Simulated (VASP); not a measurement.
# Ga2O3 (C2/m) in VASP: notebook

Runs on Ga2O3. Level: PBE. Tasks: single point.

Everything below comes from runs of VASP 6.6.1. Logs are shortened: lines on timing, memory, paths and dates and some standing lists are left out, and cuts for length are marked.

### Step 1. The structure

It takes space group C2/m (No. 12, monoclinic). The conventional cell has a = 12.214 Å, b = 3.037 Å, c = 5.798 Å, α = 90.00°, β = 103.83°, γ = 90.00°. Ga (site symmetry m) is surrounded by 6 O at 1.94 to 2.07 Å. Ga (site symmetry m) is surrounded by 4 O at 1.83 to 1.86 Å. Around O (site symmetry m) lie 3 Ga at 1.83 to 1.94 Å. Around O (site symmetry m) lie 4 Ga at 1.86 to 2.07 Å. O (site symmetry m) is surrounded by 3 Ga at 1.83 to 1.94 Å.

### Step 2. Single point, PBE

Contents of INCAR:

```
PREC = Accurate
ENCUT = 460
EDIFF = 1E-7
ISMEAR = 0
SIGMA = 0.05
LREAL = F
LASPH = T
NELM = 100
ALGO = Normal
ISIF = 2
LWAVE = F
LCHARG = F
GGA = PE
ADDGRID = F
```

Contents of KPOINTS:

```
Automatic mesh
0
Gamma
  7 7 4
```

Contents of POSCAR:

```
Ga2O3
1.0
    6.1070000000     -1.5185500000      0.0000000000
    6.1070000000      1.5185500000      0.0000000000
   -1.3859888959      0.0000000000      5.6300087380
Ga O
4 6
Direct
    0.3413400000      0.3413400000      0.6859800000
    0.6586600000      0.6586600000      0.3140200000
    0.9095000000      0.9095000000      0.2054000000
    0.0905000000      0.0905000000      0.7946000000
    0.5041000000      0.5041000000      0.7434000000
    0.4959000000      0.4959000000      0.2566000000
    0.8267000000      0.8267000000      0.4368000000
    0.1733000000      0.1733000000      0.5632000000
    0.8355000000      0.8355000000      0.8902000000
    0.1645000000      0.1645000000      0.1098000000
```

Potentials or basis: VASP PAW PBE potentials, release 64 (Ga_d, O).

Run with:

```console
$ cat potpaw_PBE.64/Ga_d/POTCAR potpaw_PBE.64/O/POTCAR > POTCAR
$ mpirun -np 1 vasp_std > vasp.out
```

OUTCAR:

```text
PREC = Accurate
   ENCUT = 460
   EDIFF = 1E-7
   ISMEAR = 0
   LREAL = F
   LASPH = T
   NELM = 100
   ISIF = 2
   GGA = PE

 Found     60 irreducible k-points:

 Following reciprocal coordinates:
            Coordinates               Weight
  0.000000  0.000000  0.000000      1.000000
  0.142857  0.000000  0.000000      4.000000
  0.285714  0.000000  0.000000      4.000000
  0.428571  0.000000  0.000000      4.000000
  0.142857  0.142857  0.000000      2.000000
  0.285714  0.142857  0.000000      4.000000
   k-points           NKPTS =     60   k-points in BZ     NKDIM =     60   number of bands    NBANDS=     52
   number of dos      NEDOS =    301   number of ions     NIONS =     10
   total plane-waves  NPLWV =  96768
   dimension x,y,z NGX =    48 NGY =   48 NGZ =   42
   dimension x,y,z NGXF=    96 NGYF=   96 NGZF=   84
   ions per type =               4   6
   NGX,Y,Z   is equivalent  to a cutoff of  12.68, 12.68, 12.04 a.u.
   NGXF,Y,Z  is equivalent  to a cutoff of  25.36, 25.36, 24.08 a.u.
 SYSTEM =  unknown system
   PREC   = accura    normal or accurate (medium, high low for compatibility)
   ISTART =      0    job   : 0-new  1-cont  2-samecut
   ICHARG =      2    charge: 1-file 2-atom 10-const
   ISPIN  =      1    spin polarized calculation?
   LNONCOLLINEAR =      F non collinear calculations
   LSORBIT =      F    spin-orbit coupling
   LASPH  =      T    aspherical Exc in radial PAW
   ENCUT  =  460.0 eV  33.81 Ry    5.81 a.u.  11.01 11.01 10.14*2*pi/ulx,y,z
   NELM   =    100;   NELMIN=  2; NELMDL= -5     # of ELM steps
   EDIFF  = 0.1E-06   stopping-criterion for ELM
   LREAL  =      F    real-space projection
   EDIFFG = 0.1E-05   stopping-criterion for IOM
   NSW    =      0    number of steps for IOM
   IBRION =     -1    ionic relax: 0-MD 1-quasi-New 2-CG
   NFREE  =      0    steps in history (QN), initial steepest desc. (CG)
   ISIF   =      2    stress and relaxation
   ISYM   =      2    0-nonsym 1-usesym 2-fastsym
   POTIM  = 0.5000    time-step for ionic-motion
   TEBEG  =    0.0;   TEEND  =   0.0 temperature during run
   PSTRESS=    0.0 pullay stress
   NELECT =      88.0000    total number of electrons
   NUPDOWN=      -1.0000    fix difference up-down
   EMIN   =  10.00;   EMAX   =-10.00  energy-range for DOS
   EFERMI =   0.00;   METHOD = LEGACY
   ISMEAR =     0;   SIGMA  =   0.05  broadening in eV -4-tet -1-fermi 0-gaus
   EFERMI_NEDOS =   21; number of points for ismear=-14 and -15
   IALGO  =     38    algorithm
   IMIX   =      4    mixing-type and parameters
     AMIX     =   0.40;   BMIX     =  1.00
     AMIX_MAG =   1.60;   BMIX_MAG =  1.00
  volume/ion in A,a.u.               =      10.44        70.47
  Fermi-wavevector in a.u.,A,eV,Ry     =   1.546335  2.922150 32.533613  2.391153
  Thomas-Fermi vector in A             =   2.651586
   LORBIT       =      0    0 simple, 1 ext, 2 COOP (PROOUT), +10 PAW based schemes
   GGA     = PE    functional components
   LHFCALC =     F    Hartree Fock is set to
   AEXX    =    0.0000 exact exchange contribution
   IVDW    =     0    specifies the selected vdW correction
   LEPSILON=     F    determine dielectric tensor
   LRPA    =     F    only Hartree local field effects (RPA)
 non-spin polarized calculation
 Gauss-broadening in eV      SIGMA  =   0.05
  energy-cutoff  :      460.00
  volume of cell :      104.42
 maximum number of plane-waves:      2359
 NGX is ok and might be reduce to    48
   NGX = 21   NGY = 21   NGZ = 21

 number of electron      88.0000029 magnetization

 Free energy of the ion-electron system (eV)
  ---------------------------------------------------
  ext. energy  EPLUGINS =         0.00000000
  ---------------------------------------------------
  free energy    TOTEN  =       -59.52212690 eV

  energy without entropy =      -59.52212690  energy(sigma->0) =      -59.52212690

 E-fermi :   4.1627     XC(G=0): -11.6433

 val. band max:        3.8946574807   @ k =  -0.4286   0.4286   0.5000
 cond. band min:       6.3199093503   @ k =   0.0000   0.0000   0.0000
 fundamental gap:      2.4252518696
 Fermi energy:         4.1626843271

 k-point     1 :       0.0000    0.0000    0.0000
  band No.  band energies     occupation
      1     -15.0567      2.00000
      2     -13.8901      2.00000
      3     -13.8561      2.00000
      4     -13.7340      2.00000
      5     -13.2607      2.00000
      6     -13.2464      2.00000
[... 44 lines left out ...]
     51      13.3149      0.00000
     52      13.3891      0.00000

 k-point     2 :       0.1429    0.0000    0.0000
  band No.  band energies     occupation
      1     -14.8991      2.00000
      2     -13.8572      2.00000
      3     -13.8270      2.00000
      4     -13.6332      2.00000
      5     -13.2647      2.00000
      6     -13.2469      2.00000
[... 44 lines left out ...]
     51      13.3970      0.00000
     52      13.8948      0.00000

 k-point     3 :       0.2857    0.0000    0.0000
  band No.  band energies     occupation
      1     -14.4878      2.00000
      2     -13.7906      2.00000
      3     -13.6939      2.00000
      4     -13.5111      2.00000
      5     -13.2627      2.00000
      6     -13.2477      2.00000
[... 44 lines left out ...]
     51      13.6238      0.00000
     52      14.1665      0.00000

 k-point     4 :       0.4286    0.0000    0.0000
  band No.  band energies     occupation
      1     -14.0199      2.00000
      2     -13.7230      2.00000
      3     -13.6223      2.00000
      4     -13.5241      2.00000
      5     -13.2478      2.00000
      6     -13.2417      2.00000
[... 44 lines left out ...]
     51      13.8480      0.00000
     52      14.1586      0.00000

 k-point     5 :       0.1429    0.1429    0.0000
  band No.  band energies     occupation
      1     -15.0190      2.00000
      2     -14.0182      2.00000
      3     -13.8850      2.00000
      4     -13.6198      2.00000
      5     -13.2646      2.00000
      6     -13.2457      2.00000
[... 44 lines left out ...]
     51      13.2019      0.00000
     52      13.5884      0.00000

 k-point     6 :       0.2857    0.1429    0.0000
  band No.  band energies     occupation
      1     -14.8284      2.00000
      2     -14.0490      2.00000
      3     -13.8203      2.00000
      4     -13.5294      2.00000
      5     -13.2687      2.00000
      6     -13.2459      2.00000
[... 44 lines left out ...]
     51      13.2050      0.00000
     52      14.0539      0.00000

 [... further k-points ...]

------------------------ aborting loop because EDIFF is reached ----------------------------------------

  FORCE on cell =-STRESS in cart. coord.  units (eV):
  Direction    XX          YY          ZZ          XY          YZ          ZX
  --------------------------------------------------------------------------------------
  -------------------------------------------------------------------------------------
  Total        5.8537222      6.5529162      5.6938409      0.0000000      0.0000000      0.1048145
  in kB       89.8145313    100.5423688     87.3614487      0.0000000      0.0000000      1.6081842
  external PRESSURE =      92.5727829 kB  Pullay stress =       0.0000000 kB

 VOLUME and BASIS-vectors are now :
 -----------------------------------------------------------------------------
  energy-cutoff  :      460.00
  volume of cell :      104.42
      direct lattice vectors                 reciprocal lattice vectors
     6.107000000 -1.518550000  0.000000000     0.081873260 -0.329261467  0.020155462
     6.107000000  1.518550000  0.000000000     0.081873260  0.329261467  0.020155462
    -1.385988896  0.000000000  5.630008738     0.000000000  0.000000000  0.177619618

 POSITION                                       TOTAL-FORCE (eV/Angst)
 -----------------------------------------------------------------------------------
      3.21837      0.00000      3.86207         0.032239      0.000000     -0.058100
      7.60965      0.00000      1.76794        -0.032239      0.000000      0.058100
     10.82395      0.00000      1.15640        -0.108643      0.000000     -0.069919
      0.00406      0.00000      4.47360         0.108643      0.000000      0.069919
      5.12673      0.00000      4.18535        -0.164286      0.000000     -0.056885
      5.70128      0.00000      1.44466         0.164286      0.000000      0.056885
      9.49191      0.00000      2.45919         0.031442      0.000000      0.047982
      1.33610      0.00000      3.17082        -0.031442      0.000000     -0.047982
      8.97099      0.00000      5.01183        -0.222533      0.000000      0.098948
      1.85702      0.00000      0.61817         0.222533      0.000000     -0.098948
 -----------------------------------------------------------------------------------
    total drift:                                0.000000      0.000000      0.000000

  FREE ENERGIE OF THE ION-ELECTRON SYSTEM (eV)
  ---------------------------------------------------
  free  energy   TOTEN  =       -59.5221268994 eV

  energy  without entropy=      -59.5221268994  energy(sigma->0) =      -59.52212690
```

It took 5.2 min on 1 thread of AMD EPYC 9R45 (Zen 5), shared host; peak memory 0.38 GiB.

These settings aren't checked as converged: the numbers below hold their error.

Results:

| Property | Result |
| --- | --- |
| Free energy | -59.5221 eV |
| Pressure | 9.3 GPa |
| Largest force | 0.244 eV/Å |
| Band gap on the k mesh | 2.43 eV, indirect (least direct gap 2.44 eV) |

Caveat: the cutoff is under 1.25 times the usual one of these potentials, so pressure, stress and relaxed cells hold a basis-set (Pulay) error; an odd mesh through Γ misses points on the zone boundary, where band edges often lie.

### Step 3. Single point, PBE

INCAR is that of step 2.

Contents of KPOINTS:

```
Automatic mesh
0
Gamma
  8 8 4
```

POSCAR is that of step 2.

Potentials or basis: VASP PAW PBE potentials, release 64 (Ga_d, O).

Run with:

```console
$ cat potpaw_PBE.64/Ga_d/POTCAR potpaw_PBE.64/O/POTCAR > POTCAR
$ mpirun -np 1 vasp_std > vasp.out
```

OUTCAR:

```text
PREC = Accurate
   ENCUT = 460
   EDIFF = 1E-7
   ISMEAR = 0
   LREAL = F
   LASPH = T
   NELM = 100
   ISIF = 2
   GGA = PE

 Found     78 irreducible k-points:

 Following reciprocal coordinates:
            Coordinates               Weight
  0.000000  0.000000  0.000000      1.000000
  0.125000  0.000000  0.000000      4.000000
  0.250000  0.000000  0.000000      4.000000
  0.375000  0.000000  0.000000      4.000000
  0.500000  0.000000  0.000000      2.000000
  0.125000  0.125000  0.000000      2.000000
   k-points           NKPTS =     78   k-points in BZ     NKDIM =     78   number of bands    NBANDS=     52
   number of dos      NEDOS =    301   number of ions     NIONS =     10
   total plane-waves  NPLWV =  96768
   dimension x,y,z NGX =    48 NGY =   48 NGZ =   42
   dimension x,y,z NGXF=    96 NGYF=   96 NGZF=   84
   ions per type =               4   6
   NGX,Y,Z   is equivalent  to a cutoff of  12.68, 12.68, 12.04 a.u.
   NGXF,Y,Z  is equivalent  to a cutoff of  25.36, 25.36, 24.08 a.u.
 SYSTEM =  unknown system
   PREC   = accura    normal or accurate (medium, high low for compatibility)
   ISTART =      0    job   : 0-new  1-cont  2-samecut
   ICHARG =      2    charge: 1-file 2-atom 10-const
   ISPIN  =      1    spin polarized calculation?
   LNONCOLLINEAR =      F non collinear calculations
   LSORBIT =      F    spin-orbit coupling
   LASPH  =      T    aspherical Exc in radial PAW
   ENCUT  =  460.0 eV  33.81 Ry    5.81 a.u.  11.01 11.01 10.14*2*pi/ulx,y,z
   NELM   =    100;   NELMIN=  2; NELMDL= -5     # of ELM steps
   EDIFF  = 0.1E-06   stopping-criterion for ELM
   LREAL  =      F    real-space projection
   EDIFFG = 0.1E-05   stopping-criterion for IOM
   NSW    =      0    number of steps for IOM
   IBRION =     -1    ionic relax: 0-MD 1-quasi-New 2-CG
   NFREE  =      0    steps in history (QN), initial steepest desc. (CG)
   ISIF   =      2    stress and relaxation
   ISYM   =      2    0-nonsym 1-usesym 2-fastsym
   POTIM  = 0.5000    time-step for ionic-motion
   TEBEG  =    0.0;   TEEND  =   0.0 temperature during run
   PSTRESS=    0.0 pullay stress
   NELECT =      88.0000    total number of electrons
   NUPDOWN=      -1.0000    fix difference up-down
   EMIN   =  10.00;   EMAX   =-10.00  energy-range for DOS
[... 18 lines left out ...]
 Gauss-broadening in eV      SIGMA  =   0.05
  energy-cutoff  :      460.00
  volume of cell :      104.42
 maximum number of plane-waves:      2355
 NGX is ok and might be reduce to    48
   NGX = 21   NGY = 21   NGZ = 21

 number of electron      88.0000029 magnetization

 Free energy of the ion-electron system (eV)
  ---------------------------------------------------
  ext. energy  EPLUGINS =         0.00000000
  ---------------------------------------------------
  free energy    TOTEN  =       -59.52247252 eV

  energy without entropy =      -59.52247252  energy(sigma->0) =      -59.52247252

 E-fermi :   4.1191     XC(G=0): -11.6433

 val. band max:        3.8966130312   @ k =   0.5000   0.3750   0.5000
 cond. band min:       6.3199024990   @ k =   0.0000   0.0000   0.0000
 fundamental gap:      2.4232894678
 Fermi energy:         4.1190847557

 k-point     1 :       0.0000    0.0000    0.0000
  band No.  band energies     occupation
      1     -15.0568      2.00000
      2     -13.8901      2.00000
      3     -13.8561      2.00000
      4     -13.7341      2.00000
      5     -13.2607      2.00000
      6     -13.2465      2.00000
[... 319 lines left out ...]
     51      13.2126      0.00000
     52      13.5636      0.00000

 [... further k-points ...]

------------------------ aborting loop because EDIFF is reached ----------------------------------------

  FORCE on cell =-STRESS in cart. coord.  units (eV):
  Direction    XX          YY          ZZ          XY          YZ          ZX
  --------------------------------------------------------------------------------------
  -------------------------------------------------------------------------------------
  Total        5.8554428      6.5581700      5.6955849      0.0000000      0.0000000      0.1037772
  in kB       89.8409305    100.6229788     87.3882075      0.0000000      0.0000000      1.5922685
  external PRESSURE =      92.6173723 kB  Pullay stress =       0.0000000 kB

 VOLUME and BASIS-vectors are now :
 -----------------------------------------------------------------------------
  energy-cutoff  :      460.00
  volume of cell :      104.42
      direct lattice vectors                 reciprocal lattice vectors
     6.107000000 -1.518550000  0.000000000     0.081873260 -0.329261467  0.020155462
     6.107000000  1.518550000  0.000000000     0.081873260  0.329261467  0.020155462
    -1.385988896  0.000000000  5.630008738     0.000000000  0.000000000  0.177619618

 POSITION                                       TOTAL-FORCE (eV/Angst)
 -----------------------------------------------------------------------------------
      3.21837      0.00000      3.86207         0.032208      0.000000     -0.058096
      7.60965      0.00000      1.76794        -0.032208      0.000000      0.058096
     10.82395      0.00000      1.15640        -0.108665      0.000000     -0.069928
      0.00406      0.00000      4.47360         0.108665      0.000000      0.069928
      5.12673      0.00000      4.18535        -0.164332      0.000000     -0.056917
      5.70128      0.00000      1.44466         0.164332      0.000000      0.056917
      9.49191      0.00000      2.45919         0.031322      0.000000      0.048041
      1.33610      0.00000      3.17082        -0.031322      0.000000     -0.048041
      8.97099      0.00000      5.01183        -0.222617      0.000000      0.099018
      1.85702      0.00000      0.61817         0.222617      0.000000     -0.099018
 -----------------------------------------------------------------------------------
    total drift:                                0.000000      0.000000      0.000000

  FREE ENERGIE OF THE ION-ELECTRON SYSTEM (eV)
  ---------------------------------------------------
  free  energy   TOTEN  =       -59.5224725166 eV

  energy  without entropy=      -59.5224725166  energy(sigma->0) =      -59.52247252
```

OSZICAR:

```text
N       E                     dE             d eps       ncg     rms          rms(c)
DAV:   1     0.117297718374E+04    0.11730E+04   -0.38006E+04  9248   0.290E+03
DAV:   2     0.178147433828E+03   -0.99483E+03   -0.95493E+03  8696   0.771E+02
DAV:   3    -0.500278870624E+02   -0.22818E+03   -0.22191E+03  9428   0.252E+02
DAV:   4    -0.681802168282E+02   -0.18152E+02   -0.17997E+02 10228   0.776E+01
DAV:   5    -0.687748572026E+02   -0.59464E+00   -0.59302E+00 10388   0.140E+01    0.177E+01
DAV:   6    -0.593786502439E+02    0.93962E+01   -0.35745E+01 15224   0.657E+01    0.488E+00
DAV:   7    -0.595707753629E+02   -0.19213E+00   -0.34572E+00  8980   0.104E+01    0.345E+00
DAV:   8    -0.595518529468E+02    0.18922E-01   -0.53969E-01 12308   0.709E+00    0.118E+00
DAV:   9    -0.595208750321E+02    0.30978E-01   -0.14831E-01 12780   0.492E+00    0.259E-01
DAV:  10    -0.595219957963E+02   -0.11208E-02   -0.21145E-02 11784   0.139E+00    0.146E-01
DAV:  11    -0.595223835344E+02   -0.38774E-03   -0.31082E-03  9420   0.761E-01    0.905E-02
DAV:  12    -0.595224597931E+02   -0.76259E-04   -0.12293E-03 12052   0.518E-01    0.244E-02
DAV:  13    -0.595224712526E+02   -0.11459E-04   -0.19540E-04 12536   0.129E-01    0.125E-02
DAV:  14    -0.595224736743E+02   -0.24217E-05   -0.68723E-05 11164   0.724E-02    0.975E-03
DAV:  15    -0.595224727043E+02    0.96994E-06   -0.76919E-06 11956   0.330E-02    0.384E-03
DAV:  16    -0.595224726467E+02    0.57598E-07   -0.26441E-06  9540   0.106E-02    0.136E-03
DAV:  17    -0.595224725411E+02    0.10559E-06   -0.21439E-07  6884   0.605E-03    0.575E-04
DAV:  18    -0.595224725166E+02    0.24571E-07   -0.13421E-07  5144   0.276E-03
   1 F= -.59522473E+02 E0= -.59522473E+02  d E =-.122956E-11
```

stdout:

```text
POSCAR found type information on POSCAR GaO
 POSCAR found :  2 types and      10 ions
 scaLAPACK will be used
 LDA part: xc-table for (Slater+PW92), standard interpolation
 POSCAR, INCAR and KPOINTS ok, starting setup
 FFT: planning ... GRIDC
 FFT: planning ... GRID_SOFT
 FFT: planning ... GRID
 WAVECAR not read
 entering main loop
```

Run time: 6.8 min. Hardware: 1 thread of AMD EPYC 9R45 (Zen 5), shared host; peak memory 0.42 GiB.

The run converged, but some of its settings lie outside the range that counts as converged, so its numbers aren't taken as properties of the crystal.

What came out:

```
Free energy            : -59.5225 eV
Pressure               : 9.3 GPa
Largest force          : 0.244 eV/Å
Band gap on the k mesh : 2.42 eV, indirect (least direct gap 2.44 eV)
```

Caveat: the cutoff is under 1.25 times the usual one of these potentials, so pressure, stress and relaxed cells hold a basis-set (Pulay) error.

### Step 4. The reference run

An earlier run on the cell as given: functional PBE; potentials or basis VASP PAW PBE potentials, release 64 (Ga_d, O); cutoff 520 eV; k mesh 9 × 9 × 5; occupations fermi-dirac, width 0.05 eV; no spin polarisation.

* Pressure: 10.2 GPa
* Largest force: 0.245 eV/Å
* Band gap on the k mesh: 2.42 eV, indirect (least direct gap 2.44 eV)
